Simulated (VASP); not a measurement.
# Hf in VASP: single point with PBEsol

Aim: the single point of Hf with PBEsol.

Program: VASP 6.6.1. These are calculated values, not measurements. Logs are shortened: lines on timing, memory, paths and dates and some standing lists are left out, and cuts for length are marked.

**1. The slab as given**

The cell holds a slab with vacuum, 3 atoms: a = 3.270 Å, b = 3.270 Å, c = 25.548 Å, α = 90.00°, β = 90.00°, γ = 120.00°.

The cell was built by a generator and needn't be a form met in nature.

**2. Single point, PBEsol**

Contents of INCAR:

```
SYSTEM = Hf
PREC = Accurate
ENCUT = 520
EDIFF = 1E-6
ISMEAR = 1
SIGMA = 0.1
LREAL = .FALSE.
LASPH = .TRUE.
NELM = 100
ALGO = Normal
ISIF = 2
LWAVE = .FALSE.
LCHARG = .FALSE.
LDIPOL = .TRUE.
IDIPOL = 3
DIPOL = 0.5 0.5 0.366
GGA = PS
NBANDS = 22
```

Contents of KPOINTS:

```
Automatic mesh
0
G
  12 12 1
  0 0 0
```

Contents of POSCAR:

```
Hf
1.0
    3.2702227998      0.0000000000      0.0000000000
   -1.6351113999      2.8320960206      0.0000000000
    0.0000000000      0.0000000000     25.5484903966
Hf
3
Direct
    0.6666666667      0.3333333333      0.2739887912
    0.3333333333      0.6666666667      0.3639412268
    0.6666666667      0.3333333333      0.4600208473
```

Potentials or basis: VASP PAW PBE potentials, release 64 (Hf_pv).

Started as:

```sh
> cat potpaw_PBE.64/Hf_pv/POTCAR > POTCAR
> mpirun -np 1 vasp_std > vasp.out
```

OUTCAR:

```text
SYSTEM = Hf
   PREC = Accurate
   ENCUT = 520
   EDIFF = 1E-6
   ISMEAR = 1
   LREAL = .FALSE.
   LASPH = .TRUE.
   NELM = 100
   ISIF = 2
   GGA = PS

 ion  position               nearest neighbor table
   1  0.667  0.333  0.274-   2 2.97   2 2.97   2 2.97
   2  0.333  0.667  0.364-   1 2.97   1 2.97   1 2.97   3 3.10   3 3.10   3 3.10
   3  0.667  0.333  0.460-   2 3.10   2 3.10   2 3.10

  LATTYP: Found a hexagonal cell.
 ALAT       =     3.2702227998
 C/A-ratio  =     7.8124617069

  Lattice vectors:

 A1 = (   3.2702227998,   0.0000000000,   0.0000000000)
 A2 = (  -1.6351113999,   2.8320960206,   0.0000000000)
 A3 = (   0.0000000000,   0.0000000000,  25.5484903966)

Analysis of symmetry for initial positions (statically):
=====================================================================
 Subroutine PRICEL returns:
 Original cell was already a primitive cell.

 Routine SETGRP: Setting up the symmetry group for a
 hexagonal supercell.

 Subroutine GETGRP returns: Found  6 space group operations
 (whereof  6 operations were pure point group operations)
 out of a pool of 24 trial point group operations.

The static configuration has the point symmetry C_3v.

Analysis of symmetry for dynamics (positions and initial velocities):
=====================================================================
 Subroutine PRICEL returns:
 Original cell was already a primitive cell.

 Routine SETGRP: Setting up the symmetry group for a
 hexagonal supercell.

 Subroutine GETGRP returns: Found  6 space group operations
 (whereof  6 operations were pure point group operations)
 out of a pool of 24 trial point group operations.

The dynamic configuration has the point symmetry C_3v.

 Subroutine INISYM returns: Found  6 space group operations
 (whereof  6 operations are pure point group operations),
 and found     1 'primitive' translations

----------------------------------------------------------------------------------------

                                     Primitive cell

  volume of cell :     236.6195

  direct lattice vectors                    reciprocal lattice vectors
     3.270222800  0.000000000  0.000000000     0.305789563  0.176547686  0.000000000
    -1.635111400  2.832096021  0.000000000     0.000000000  0.353095373  0.000000000
     0.000000000  0.000000000 25.548490397     0.000000000  0.000000000  0.039141256

  length of vectors
[... 84 lines left out ...]
   ISIF   =      2    stress and relaxation
   ISYM   =      2    0-nonsym 1-usesym 2-fastsym
   POTIM  = 0.5000    time-step for ionic-motion
   TEBEG  =    0.0;   TEEND  =   0.0 temperature during run
   PSTRESS=    0.0 pullay stress
   NELECT =      30.0000    total number of electrons
   NUPDOWN=      -1.0000    fix difference up-down
   EMIN   =  10.00;   EMAX   =-10.00  energy-range for DOS
   EFERMI =   0.00;   METHOD = LEGACY
   ISMEAR =     1;   SIGMA  =   0.10  broadening in eV -4-tet -1-fermi 0-gaus
   EFERMI_NEDOS =   21; number of points for ismear=-14 and -15
   IALGO  =     38    algorithm
   IMIX   =      4    mixing-type and parameters
     AMIX     =   0.40;   BMIX     =  1.00
     AMIX_MAG =   1.60;   BMIX_MAG =  1.00
  volume/ion in A,a.u.               =      78.87       532.26
  Fermi-wavevector in a.u.,A,eV,Ry     =   0.822429  1.554165  9.202836  0.676389
  Thomas-Fermi vector in A             =   1.933762
   LORBIT       =      0    0 simple, 1 ext, 2 COOP (PROOUT), +10 PAW based schemes
   GGA     = PS    functional components
   LHFCALC =     F    Hartree Fock is set to
   AEXX    =    0.0000 exact exchange contribution
   IVDW    =     0    specifies the selected vdW correction
   LEPSILON=     F    determine dielectric tensor
   LRPA    =     F    only Hartree local field effects (RPA)
 non-spin polarized calculation
 Methfessel and Paxton  Order N= 1 SIGMA  =   0.10
  energy-cutoff  :      520.00
  volume of cell :      236.62
 maximum number of plane-waves:      6434
   NGX = 13   NGY = 13   NGZ = 95

 dipolmoment           0.000000      0.000000      0.001438 electrons x Angstroem

 number of electron      29.9999995 magnetization

 dipolmoment           0.000000      0.000000     -0.003380 electrons x Angstroem

 Free energy of the ion-electron system (eV)
  ---------------------------------------------------
  ext. energy  EPLUGINS =         0.00000000
  ---------------------------------------------------
  free energy    TOTEN  =       -29.13493600 eV

  energy without entropy =      -29.13620104  energy(sigma->0) =      -29.13535768

 E-fermi :  -1.5340     XC(G=0):  -4.0539

 val. band max:       -1.5923078804   @ k =   0.3333  -0.0000   0.0000
 cond. band min:      -1.5091120312   @ k =   0.0000   0.0000   0.0000
 fundamental gap:      0.0831958491
 Fermi energy:        -1.5339659966

 k-point     1 :       0.0000    0.0000    0.0000
  band No.  band energies     occupation
      1     -32.6648      2.00000
      2     -32.5013      2.00000
      3     -32.1284      2.00000
      4     -32.1284      2.00000
      5     -32.0285      2.00000
      6     -32.0285      2.00000
[... 464 lines left out ...]
     21       2.0701      0.00000
     22       2.3484      0.00000

------------------------ aborting loop because EDIFF is reached ----------------------------------------

 vacuum level on the upper side and lower side of the slab       (xc-potential included)        -0.041         0.023

  FORCE on cell =-STRESS in cart. coord.  units (eV):
  Direction    XX          YY          ZZ          XY          YZ          ZX
  --------------------------------------------------------------------------------------
  -------------------------------------------------------------------------------------
  Total       -5.1018999     -5.1018999     -0.7715730      0.0000000      0.0000000     -0.0000000
  in kB      -34.5455378    -34.5455378     -5.2244073      0.0000000      0.0000000     -0.0000000
  external PRESSURE =     -24.7718276 kB  Pullay stress =       0.0000000 kB

 VOLUME and BASIS-vectors are now :
 -----------------------------------------------------------------------------
  energy-cutoff  :      520.00
  volume of cell :      236.62
      direct lattice vectors                 reciprocal lattice vectors
     3.270222800  0.000000000  0.000000000     0.305789563  0.176547686  0.000000000
    -1.635111400  2.832096021  0.000000000     0.000000000  0.353095373  0.000000000
     0.000000000  0.000000000 25.548490397     0.000000000  0.000000000  0.039141256

 POSITION                                       TOTAL-FORCE (eV/Angst)
 -----------------------------------------------------------------------------------
      1.63511      0.94403      7.00000         0.000000      0.000000     -0.182221
     -0.00000      1.88806      9.29815         0.000000     -0.000000      0.663238
      1.63511      0.94403     11.75284        -0.000000     -0.000000     -0.481017
 -----------------------------------------------------------------------------------
    total drift:                               -0.000000      0.000000     -0.001218

  FREE ENERGIE OF THE ION-ELECTRON SYSTEM (eV)
  ---------------------------------------------------
  free  energy   TOTEN  =       -29.1349359996 eV

  energy  without entropy=      -29.1362010387  energy(sigma->0) =      -29.13535768

 vacuum level on the upper side and lower side of the slab         2.602         2.669
```

OSZICAR:

```text
N       E                     dE             d eps       ncg     rms          rms(c)
DAV:   1     0.786795398076E+02    0.78680E+02   -0.16221E+04  1212   0.107E+03
DAV:   2    -0.259263769058E+02   -0.10461E+03   -0.10027E+03  1084   0.227E+02
DAV:   3    -0.319501644418E+02   -0.60238E+01   -0.57612E+01  1050   0.394E+01
[... 35 lines left out ...]
DAV:  39    -0.291349255037E+02   -0.37368E-05   -0.58673E-07   670   0.487E-03    0.226E-02
DAV:  40    -0.291349293822E+02   -0.38785E-05   -0.16386E-06   722   0.656E-03    0.147E-02
DAV:  41    -0.291349327991E+02   -0.34169E-05   -0.21906E-06   622   0.536E-03    0.454E-03
DAV:  42    -0.291349353506E+02   -0.25515E-05   -0.13307E-06   698   0.432E-03    0.155E-02
DAV:  43    -0.291349359996E+02   -0.64899E-06   -0.92062E-07   512   0.278E-03
   1 F= -.29134936E+02 E0= -.29135358E+02  d E =0.126504E-02
```

It took 2.8 min on 1 thread of Intel Xeon 6975P-C (Granite Rapids), shared host; peak memory 0.36 GiB.

What came out:

```
Free energy            : -29.1349 eV
Largest force          : 0.663 eV/Å
Band gap on the k mesh : none (metal or under the smearing width)
```

Forces in eV/Å, atoms in the order of the input:
```
Hf   0.000  0.000 -0.182
Hf   0.000  0.000  0.663
Hf   0.000  0.000 -0.481
```

Levels at points of the mesh, in eV from the Fermi level:
```tsv
k point	band 12	band 13	band 14	band 15	band 16	band 17	band 18	band 19
(0.00, 0.00, 0.00)	-3.71	-0.16	0.02	0.94	0.94	1.00	1.00	1.05
(0.50, 0.00, 0.00)	-2.52	-1.22	-1.16	0.18	0.61	0.98	1.33	1.77
```

Caveat: the PAW data sets were made with another functional, which shifts forces and pressure a little. The run has no spin-orbit coupling, so splittings on Hf are missing.
